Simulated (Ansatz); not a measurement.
**TaC: pressure against volume, part 1 of 2**

How stiff is TaC, and at what volume does the pressure vanish? The cell is scaled evenly, atoms carried along, and solved with LAPW, PAW and all-electron datasets made for the crystal.

Computed with Ansatz 0.2.0 (DFT PBE, scalar-relativistic, unless a step's input says otherwise).

1 further run of the same task is left out (it didn't finish).

## Step 1: Starting point

The structure is cubic, space group Fm-3m (No. 225). The conventional cell has a = 4.454 Å, b = 4.454 Å, c = 4.454 Å, α = 90.00°, β = 90.00°, γ = 90.00°. Around Ta (site symmetry m-3m) lie 6 C at 2.23 Å. Around C (site symmetry m-3m) lie 6 Ta at 2.23 Å.

Structure file:

```cif
data_structure
_symmetry_space_group_name_H-M 'P 1'
_symmetry_Int_Tables_number 1
_cell_length_a 3.1495
_cell_length_b 3.1495
_cell_length_c 3.1495
_cell_angle_alpha 60.000
_cell_angle_beta 60.000
_cell_angle_gamma 60.000
_cell_volume 22.09
loop_
_atom_site_label
_atom_site_type_symbol
_atom_site_fract_x
_atom_site_fract_y
_atom_site_fract_z
_atom_site_occupancy
Ta1 Ta 0.00000 0.00000 0.00000 1
C1 C 0.50000 0.50000 0.50000 1
```

The cell is a deposited one (Crystallography Open Database entry 9008731); the temperature and pressure of the measurement aren't taken into account, and nothing was relaxed.

Atoms are numbered in the order of the input: Ta1, C2.

## Step 2: Volume × 0.9405, LAPW

File input.yaml:

```yaml
crystal:
  lattice:
    - [0.0, 2.1819249931, 2.1819249931]
    - [2.1819249931, 0.0, 2.1819249931]
    - [2.1819249931, 2.1819249931, 0.0]
  atoms:
    - { symbol: Ta, position: [0.0, 0.0, 0.0] }
    - { symbol: C, position: [0.5, 0.5, 0.5] }
kpoints:
  mp_grid: { grid: [13, 13, 13] }
scf:
  occupations: { method: fermi_dirac, width: 0.08 }
hamiltonian:
  xc: pbe
  pseudopotentials: { kind: all_electron, lapw: { basis_error: 0.00025 } }
output:
  forces: true
  stress: true
  eigenvalues: true
```

Command:

```
$ ansatz run input.yaml --threads 1 --pin off --max-ram 2048MiB --backend cpu --events-out ev --progress --plain --runs-dir out
```

The log of the run, cut to the lines that bear on the results:

```text
LAPW: plane waves up to 10.272 Å⁻¹, error target 2.5e-4 eV per atom; small_component_spin mean_spin; C in spheres of 0.897 Å, 6 of its electrons in bands, Dirac shells []; Ta in spheres of 1.285 Å, 45 of its electrons in bands, Dirac shells []
[...]
Pseudopotentials: kind: all_electron
Pseudopotential: Ta, LAPW, valence charge 45, Koelling and Harmon's equation, gaussian nucleus
Pseudopotential: C, LAPW, valence charge 6, Koelling and Harmon's equation, gaussian nucleus
Functional definition: PBE
[...]
Crystal: 2 atoms, lattice volume = 20.775 Å³
Basis set: ecut = 402.0051655518114 eV, 339 PW (Γ), exchange–correlation at level 2
Bands: 31, of which v1, the nominal top of the filled ones, is band 26 counted from 1 (25 counted from 0)
Symmetry: 48 space group operations
Space group: Fm-3m (ITA 225), of the structure as read, at distance tolerance 2.7e-5 Å
k-points: 84 of 2197
[...]
SCF iter   1: F=—  HF=-425609.119744 eV  |F-HF|=—  |Δ(HF+E_count)|=         —  Δρ=1.47e-1  dr2=5.55e0  ethr=1.09e-2  ⟨swp⟩=2.0  Hψ=15938  notcnv=0
[...]
the basis was enlarged: its passes take 709.8 KiB over the memory plan, 1 of 1 planned eigensolver slots
[...]
SCF iter  10: F=-425607.029486 eV  HF=-425607.029486 eV  |F-HF|=6.82e-8  |Δ(HF+E_count)|=   2.06e-8  Δρ=1.34e-5  dr2=4.21e-8  ethr=3.51e-10  ⟨swp⟩=3.0  Hψ=7957  notcnv=0
[...]
SCF converged after 10 iterations
Free energy (F): -425607.029486 eV
[...]
E sigma→0 (E₀):  -425607.024861 eV
Entropy (-TS):   -0.009250 eV (-4.625 meV/atom)
Fermi energy:    26.847300 eV
[...]
--- Forces (eV/Å), atoms counted from 1 ---
  atom   1  Ta     0.00000000    -0.00000000    -0.00000000
  atom   2  C      0.00000000    -0.00000000    -0.00000000
[...]
--- Stress (GPa, compression-positive) ---
       28.500503      -0.000000       0.000000
       -0.000000      28.500503       0.000000
        0.000000       0.000000      28.500503
  P = ⅓ Tr σ = 28.5005 GPa (285.005 kbar)
--- Band table (eV; the first three rows and the last of 84) ---
[...]
```

It took 31 s on 1 thread of AMD EPYC 7R43 (Zen 3), shared host; peak memory 0.53 GiB.

Read from it: pressure 28.50 GPa; no gap.

## Step 3: Volume × 0.9405, PAW

input.yaml: that of step 2 with these lines changed.

```diff
@@ -14,3 +14,3 @@
   xc: pbe
-  pseudopotentials: { kind: all_electron, lapw: { basis_error: 0.00025 } }
+  pseudopotentials: { kind: paw }
 output:
@@ -19 +19,2 @@
   eigenvalues: true
+  efg: { contact_densities: true }
```

Command:

```
$ ansatz run input.yaml --threads 1 --pin off --max-ram 2048MiB --backend cpu --events-out ev --progress --plain --runs-dir out
```

The log of the run, cut to the lines that bear on the results:

```text
Ta: output.efg is read without spin–orbit coupling, which moves field gradients at and beside such atoms by some per cent and up to a factor of two; PAW files take it under magnetization.noncollinear and magnetization.spin_orbit
[...]
Pseudopotentials: kind: paw
Pseudopotential: Ta, paw, valence charge 13, recommended cutoff 420 eV (normal)
Pseudopotential: C, paw, valence charge 4, recommended cutoff 420 eV (normal)
Functional definition: PBE
[...]
Crystal: 2 atoms, lattice volume = 20.775 Å³
Basis set: ecut = 420 eV, 411 PW (Γ), exchange–correlation on 48×48×48 points (8 copies of the dense FFT grid, shifted against one another)
Bands: 13, of which v1, the nominal top of the filled ones, is band 9 counted from 1 (8 counted from 0)
Symmetry: 48 space group operations
Space group: Fm-3m (ITA 225), of the structure as read, at distance tolerance 2.7e-5 Å
k-points: 84 of 2197
[...]
--- Forces (eV/Å), atoms counted from 1 ---
  atom   1  Ta    -0.00000000     0.00000000     0.00000000
  atom   2  C      0.00000000    -0.00000000     0.00000000
[...]
--- Stress (GPa, compression-positive) ---
       28.820739       0.000000      -0.000000
        0.000000      28.820739      -0.000000
        0.000000      -0.000000      28.820739
  P = ⅓ Tr σ = 28.8207 GPa (288.207 kbar)
--- PAW observables at the nuclei: V_zz in 10²¹ V/m², potentials from the cell's mean, atoms counted from 1 ---
  atom   1  Ta V_zz =    -0.000000   η = 0.0000   by run symmetry: forbidden
            electrostatic potential = -14502.533027 V   contact ρ = 8154457.556698 e/Å³
  atom   2  C  V_zz =    +0.000000   η = 0.0000   by run symmetry: forbidden
            electrostatic potential = -432.783377 V   contact ρ = 868.536679 e/Å³
--- Band table (eV; the first three rows and the last of 84) ---
  k-point 0: bands = ["-47.1736", "-13.4329", "-13.4329", "-13.4329", "6.1723", "19.9522", "19.9522", "19.9522", "20.8713", "20.8713", "20.8713", "22.1392", "22.1392"]
[...]
```

Run time: 3.5 s. Hardware: 1 thread of AMD EPYC 7R43 (Zen 3), shared host; peak memory 0.42 GiB.

This run gives: pressure 28.82 GPa; no gap.

## Step 4: Volume × 0.9405, crystal datasets

input.yaml: that of step 3 with these lines changed.

```diff
@@ -14,3 +14,3 @@
   xc: pbe
-  pseudopotentials: { kind: paw }
+  pseudopotentials: { kind: all_electron, datasets: crystal }
 output:
```

Command:

```
$ ansatz run input.yaml --threads 1 --pin off --max-ram 2048MiB --backend cpu --events-out ev --progress --plain --runs-dir out
```

The log of the run, cut to the lines that bear on the results:

```text
[...]
band count auto-derived: 22 (N_el = 31.0; filled up to band 16; 20 by the electrons, moments and atoms)
Ta: output.efg is read without spin–orbit coupling, which moves field gradients at and beside such atoms by some per cent and up to a factor of two; PAW files take it under magnetization.noncollinear and magnetization.spin_orbit
[...]
Pseudopotentials: kind: all_electron
Pseudopotential: Ta, paw, valence charge 27, recommended cutoff 480 eV (normal), Koelling and Harmon's equation, gaussian nucleus
Pseudopotential: C, paw, valence charge 4, recommended cutoff 480 eV (normal), Koelling and Harmon's equation, gaussian nucleus
Functional definition: PBE
[...]
Crystal: 2 atoms, lattice volume = 20.775 Å³
Basis set: ecut = 480 eV, 531 PW (Γ), exchange–correlation on 48×48×48 points (8 copies of the dense FFT grid, shifted against one another)
[...]
  atom   2  C      0.00000000    -0.00000000    -0.00000000
[...]
--- Stress (GPa, compression-positive) ---
       28.504246       0.000000       0.000000
        0.000000      28.504246      -0.000000
        0.000000      -0.000000      28.504246
  P = ⅓ Tr σ = 28.5042 GPa (285.042 kbar)
--- PAW observables at the nuclei: V_zz in 10²¹ V/m², potentials from the cell's mean, atoms counted from 1 ---
  atom   1  Ta V_zz =    -0.000000   η = 0.0000   by run symmetry: forbidden
            electrostatic potential = -14502.197266 V   contact ρ = 8150597.343825 e/Å³
  atom   2  C  V_zz =    -0.000000   η = 0.0000   by run symmetry: forbidden
            electrostatic potential = -432.762734 V   contact ρ = 868.685245 e/Å³
--- Band table (eV; the first three rows and the last of 84) ---
  k-point 0: bands = ["-41.7729", "-8.0253", "-8.0253", "-8.0253", "6.4875", "6.4875", "6.4875", "6.4884", "6.5482", "6.5482", "6.5482", "11.6061", "25.3850", "25.3850", "25.3850", "26.3163", "26.3163", "26.3163", "27.5663", "27.5663", "34.1215"]
[...]
```

It took 16 s on 1 thread of AMD EPYC 7R43 (Zen 3), shared host; peak memory 0.61 GiB.

Read from it: pressure 28.50 GPa; no gap.

## Step 5: Volume × 0.97, LAPW

File input.yaml:

```yaml
crystal:
  lattice:
    - [0.0, 2.2045035124, 2.2045035124]
    - [2.2045035124, 0.0, 2.2045035124]
    - [2.2045035124, 2.2045035124, 0.0]
  atoms:
    - { symbol: Ta, position: [0.0, 0.0, 0.0] }
    - { symbol: C, position: [0.5, 0.5, 0.5] }
kpoints:
  mp_grid: { grid: [13, 13, 13] }
scf:
  occupations: { method: fermi_dirac, width: 0.08 }
hamiltonian:
  xc: pbe
  pseudopotentials: { kind: all_electron, lapw: { basis_error: 0.00025 } }
output:
  forces: true
  stress: true
  eigenvalues: true
```

Command:

```
$ ansatz run input.yaml --threads 1 --pin off --max-ram 2048MiB --backend cpu --events-out ev --progress --plain --runs-dir out
```

The log of the run, cut to the lines that bear on the results:

```text
LAPW: plane waves up to 10.156 Å⁻¹, error target 2.5e-4 eV per atom; small_component_spin mean_spin; C in spheres of 0.908 Å, 6 of its electrons in bands, Dirac shells []; Ta in spheres of 1.296 Å, 43 of its electrons in bands, Dirac shells []
[...]
Pseudopotentials: kind: all_electron
Pseudopotential: Ta, LAPW, valence charge 43, Koelling and Harmon's equation, gaussian nucleus
Pseudopotential: C, LAPW, valence charge 6, Koelling and Harmon's equation, gaussian nucleus
Functional definition: PBE
[...]
Crystal: 2 atoms, lattice volume = 21.427 Å³
Basis set: ecut = 392.9999473021781 eV, 339 PW (Γ), exchange–correlation at level 2
Bands: 30, of which v1, the nominal top of the filled ones, is band 25 counted from 1 (24 counted from 0)
Symmetry: 48 space group operations
Space group: Fm-3m (ITA 225), of the structure as read, at distance tolerance 2.8e-5 Å
k-points: 84 of 2197
[...]
SCF iter   1: F=—  HF=-425609.191948 eV  |F-HF|=—  |Δ(HF+E_count)|=         —  Δρ=1.43e-1  dr2=5.54e0  ethr=1.13e-2  ⟨swp⟩=2.0  Hψ=15307  notcnv=0
[...]
the basis was enlarged: its passes take 662.1 KiB over the memory plan, 1 of 1 planned eigensolver slots
[...]
SCF iter  10: F=-425607.119009 eV  HF=-425607.119009 eV  |F-HF|=4.66e-10  |Δ(HF+E_count)|=   7.19e-8  Δρ=5.67e-6  dr2=4.22e-9  ethr=6.06e-10  ⟨swp⟩=2.7  Hψ=7589  notcnv=0
[...]
SCF converged after 10 iterations
Free energy (F): -425607.119009 eV
[...]
E sigma→0 (E₀):  -425607.114208 eV
Entropy (-TS):   -0.009602 eV (-4.801 meV/atom)
Fermi energy:    25.992099 eV
[...]
--- Forces (eV/Å), atoms counted from 1 ---
  atom   1  Ta     0.00000000    -0.00000000    -0.00000000
  atom   2  C      0.00000000    -0.00000000     0.00000000
[...]
--- Stress (GPa, compression-positive) ---
       15.839257       0.000000      -0.000000
        0.000000      15.839257      -0.000000
       -0.000000      -0.000000      15.839257
  P = ⅓ Tr σ = 15.8393 GPa (158.393 kbar)
--- Band table (eV; the first three rows and the last of 84) ---
[...]
```

Run time: 32 s. Hardware: 1 thread of AMD EPYC 7R43 (Zen 3), shared host; peak memory 0.52 GiB.

This run gives: pressure 15.84 GPa; no gap.

## Step 6: Volume × 0.97, PAW

input.yaml: that of step 5 with these lines changed.

```diff
@@ -14,3 +14,3 @@
   xc: pbe
-  pseudopotentials: { kind: all_electron, lapw: { basis_error: 0.00025 } }
+  pseudopotentials: { kind: paw }
 output:
@@ -19 +19,6 @@
   eigenvalues: true
+  efg: { contact_densities: true }
+  write_density: true
+  write_potential: true
+  elf: true
+  volumetric_format: npy
```

Command:

```
$ ansatz run input.yaml --threads 1 --pin off --max-ram 2048MiB --backend cpu --events-out ev --progress --plain --runs-dir out
```

The log of the run, cut to the lines that bear on the results:

```text
Ta: output.efg is read without spin–orbit coupling, which moves field gradients at and beside such atoms by some per cent and up to a factor of two; PAW files take it under magnetization.noncollinear and magnetization.spin_orbit
[...]
Pseudopotentials: kind: paw
Pseudopotential: Ta, paw, valence charge 13, recommended cutoff 420 eV (normal)
Pseudopotential: C, paw, valence charge 4, recommended cutoff 420 eV (normal)
Functional definition: PBE
[...]
Crystal: 2 atoms, lattice volume = 21.427 Å³
Basis set: ecut = 420 eV, 411 PW (Γ), exchange–correlation on 48×48×48 points (8 copies of the dense FFT grid, shifted against one another)
Bands: 13, of which v1, the nominal top of the filled ones, is band 9 counted from 1 (8 counted from 0)
Symmetry: 48 space group operations
Space group: Fm-3m (ITA 225), of the structure as read, at distance tolerance 2.8e-5 Å
k-points: 84 of 2197
[...]
--- Forces (eV/Å), atoms counted from 1 ---
  atom   1  Ta    -0.00000000    -0.00000000     0.00000000
  atom   2  C      0.00000000    -0.00000000    -0.00000000
[...]
--- Stress (GPa, compression-positive) ---
       16.015089       0.000000      -0.000000
       -0.000000      16.015089       0.000000
       -0.000000       0.000000      16.015089
  P = ⅓ Tr σ = 16.0151 GPa (160.151 kbar)
--- PAW observables at the nuclei: V_zz in 10²¹ V/m², potentials from the cell's mean, atoms counted from 1 ---
  atom   1  Ta V_zz =    -0.000000   η = 0.0000   by run symmetry: forbidden
            electrostatic potential = -14501.458770 V   contact ρ = 8154451.322334 e/Å³
  atom   2  C  V_zz =    -0.000000   η = 0.0000   by run symmetry: forbidden
            electrostatic potential = -431.814400 V   contact ρ = 868.484654 e/Å³
--- Band table (eV; the first three rows and the last of 84) ---
  k-point 0: bands = ["-47.9524", "-14.2180", "-14.2180", "-14.2180", "5.6921", "19.3200", "19.3200", "19.3200", "20.1968", "20.1968", "20.1968", "21.4098", "21.4098"]
[...]
```

It took 4.2 s on 1 thread of AMD EPYC 7R43 (Zen 3), shared host; peak memory 0.42 GiB.

Read from it: pressure 16.02 GPa; no gap.

## Step 7: Volume × 1.03, LAPW

File input.yaml:

```yaml
crystal:
  lattice:
    - [0.0, 2.249050939, 2.249050939]
    - [2.249050939, 0.0, 2.249050939]
    - [2.249050939, 2.249050939, 0.0]
  atoms:
    - { symbol: Ta, position: [0.0, 0.0, 0.0] }
    - { symbol: C, position: [0.5, 0.5, 0.5] }
kpoints:
  mp_grid: { grid: [13, 13, 13] }
scf:
  occupations: { method: fermi_dirac, width: 0.08 }
hamiltonian:
  xc: pbe
  pseudopotentials: { kind: all_electron, lapw: { basis_error: 0.00025 } }
output:
  forces: true
  stress: true
  eigenvalues: true
```

Command:

```
$ ansatz run input.yaml --threads 1 --pin off --max-ram 2048MiB --backend cpu --events-out ev --progress --plain --runs-dir out
```

The log of the run, cut to the lines that bear on the results:

```text
LAPW: plane waves up to 9.935 Å⁻¹, error target 2.5e-4 eV per atom; small_component_spin mean_spin; C in spheres of 0.930 Å, 6 of its electrons in bands, Dirac shells []; Ta in spheres of 1.319 Å, 43 of its electrons in bands, Dirac shells []
[...]
Pseudopotentials: kind: all_electron
Pseudopotential: Ta, LAPW, valence charge 43, Koelling and Harmon's equation, gaussian nucleus
Pseudopotential: C, LAPW, valence charge 6, Koelling and Harmon's equation, gaussian nucleus
Functional definition: PBE
[...]
Crystal: 2 atoms, lattice volume = 22.752 Å³
Basis set: ecut = 376.0370582554535 eV, 339 PW (Γ), exchange–correlation at level 2
Bands: 30, of which v1, the nominal top of the filled ones, is band 25 counted from 1 (24 counted from 0)
Symmetry: 48 space group operations
Space group: Fm-3m (ITA 225), of the structure as read, at distance tolerance 2.8e-5 Å
k-points: 84 of 2197
[...]
SCF iter   1: F=—  HF=-425609.208190 eV  |F-HF|=—  |Δ(HF+E_count)|=         —  Δρ=1.36e-1  dr2=5.54e0  ethr=1.13e-2  ⟨swp⟩=2.0  Hψ=15182  notcnv=0
[...]
the basis was enlarged: its passes take 657.2 KiB over the memory plan, 1 of 1 planned eigensolver slots
[...]
SCF iter  10: F=-425607.160705 eV  HF=-425607.160705 eV  |F-HF|=1.09e-8  |Δ(HF+E_count)|=   4.91e-8  Δρ=9.44e-6  dr2=1.93e-8  ethr=9.98e-10  ⟨swp⟩=2.3  Hψ=7567  notcnv=0
[...]
SCF converged after 10 iterations
Free energy (F): -425607.160705 eV
[...]
E sigma→0 (E₀):  -425607.155481 eV
Entropy (-TS):   -0.010447 eV (-5.223 meV/atom)
Fermi energy:    24.388043 eV
[...]
--- Forces (eV/Å), atoms counted from 1 ---
  atom   1  Ta     0.00000000    -0.00000000    -0.00000000
  atom   2  C      0.00000000    -0.00000000    -0.00000000
[...]
--- Stress (GPa, compression-positive) ---
       -4.709440      -0.000000      -0.000000
       -0.000000      -4.709440      -0.000000
       -0.000000      -0.000000      -4.709440
  P = ⅓ Tr σ = -4.7094 GPa (-47.094 kbar)
--- Band table (eV; the first three rows and the last of 84) ---
[...]
```

It took 32 s on 1 thread of AMD EPYC 7R43 (Zen 3), shared host; peak memory 0.51 GiB.

This run gives: pressure -4.71 GPa; no gap.

## Step 8: Volume × 1.03, PAW

input.yaml: that of step 7 with these lines changed.

```diff
@@ -14,3 +14,3 @@
   xc: pbe
-  pseudopotentials: { kind: all_electron, lapw: { basis_error: 0.00025 } }
+  pseudopotentials: { kind: paw }
 output:
@@ -19 +19,6 @@
   eigenvalues: true
+  efg: { contact_densities: true }
+  write_density: true
+  write_potential: true
+  elf: true
+  volumetric_format: npy
```

Command:

```
$ ansatz run input.yaml --threads 1 --pin off --max-ram 2048MiB --backend cpu --events-out ev --progress --plain --runs-dir out
```

The log of the run, cut to the lines that bear on the results:

```text
Ta: output.efg is read without spin–orbit coupling, which moves field gradients at and beside such atoms by some per cent and up to a factor of two; PAW files take it under magnetization.noncollinear and magnetization.spin_orbit
[...]
Pseudopotentials: kind: paw
Pseudopotential: Ta, paw, valence charge 13, recommended cutoff 420 eV (normal)
Pseudopotential: C, paw, valence charge 4, recommended cutoff 420 eV (normal)
Functional definition: PBE
[...]
Crystal: 2 atoms, lattice volume = 22.752 Å³
Basis set: ecut = 420 eV, 459 PW (Γ), exchange–correlation on 48×48×48 points (8 copies of the dense FFT grid, shifted against one another)
Bands: 13, of which v1, the nominal top of the filled ones, is band 9 counted from 1 (8 counted from 0)
Symmetry: 48 space group operations
Space group: Fm-3m (ITA 225), of the structure as read, at distance tolerance 2.8e-5 Å
k-points: 84 of 2197
[...]
--- Forces (eV/Å), atoms counted from 1 ---
  atom   1  Ta    -0.00000000     0.00000000     0.00000000
  atom   2  C      0.00000000    -0.00000000    -0.00000000
[...]
--- Stress (GPa, compression-positive) ---
       -4.733697       0.000000       0.000000
        0.000000      -4.733697      -0.000000
        0.000000       0.000000      -4.733697
  P = ⅓ Tr σ = -4.7337 GPa (-47.337 kbar)
--- PAW observables at the nuclei: V_zz in 10²¹ V/m², potentials from the cell's mean, atoms counted from 1 ---
  atom   1  Ta V_zz =    +0.000000   η = 0.0000   by run symmetry: forbidden
            electrostatic potential = -14499.457959 V   contact ρ = 8154440.194197 e/Å³
  atom   2  C  V_zz =    -0.000000   η = 0.0000   by run symmetry: forbidden
            electrostatic potential = -430.003790 V   contact ρ = 868.431722 e/Å³
--- Band table (eV; the first three rows and the last of 84) ---
  k-point 0: bands = ["-49.4211", "-15.6938", "-15.6938", "-15.6938", "4.8084", "18.1287", "18.1287", "18.1287", "18.9321", "18.9321", "18.9321", "20.0397", "20.0397"]
[...]
```

It took 3.9 s on 1 thread of AMD EPYC 7R43 (Zen 3), shared host; peak memory 0.42 GiB.

In short: pressure -4.73 GPa; no gap.

(Continued in part 2 of 2.)
